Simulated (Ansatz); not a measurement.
Ca: which structure is lowest?

Method: DFT, PBE, plane waves (420 eV) with PAW, scalar-relativistic (Ansatz).

Each structure is relaxed within its own symmetry, so a high-lying one may be dynamically unstable.

| structure | ΔE (meV/atom) | V (Å³/atom) | cell | magnetic state |
| --- | --- | --- | --- | --- |
| fcc | 0 | 42.17 | a = 5.525 Å | spin not included |
| dhcp | 4 | 42.30 | a = 3.906 Å, c = 12.810 Å (c/a = 3.280) | spin not included |
| hcp | 5 | 42.42 | a = 3.906 Å, c = 6.421 Å (c/a = 1.644) | spin not included |
| bcc | 16 | 42.14 | a = 4.384 Å | spin not included |
| A15 | 41 | 42.54 | a = 6.982 Å | spin not included |
| omega (AlB2-type) | 53 | 42.71 | a = 6.283 Å, c = 3.748 Å (c/a = 0.597) | spin not included |
| beta-Sn type | 259 | 43.06 | a = 6.830 Å, c = 3.692 Å (c/a = 0.541) | spin not included |
| simple cubic | 394 | 43.80 | a = 3.525 Å | spin not included |
| diamond | 1048 | 78.89 | a = 8.578 Å | spin not included |

ΔE counts from fcc.

Differences under about 8 meV lie within the error of the k-point mesh.
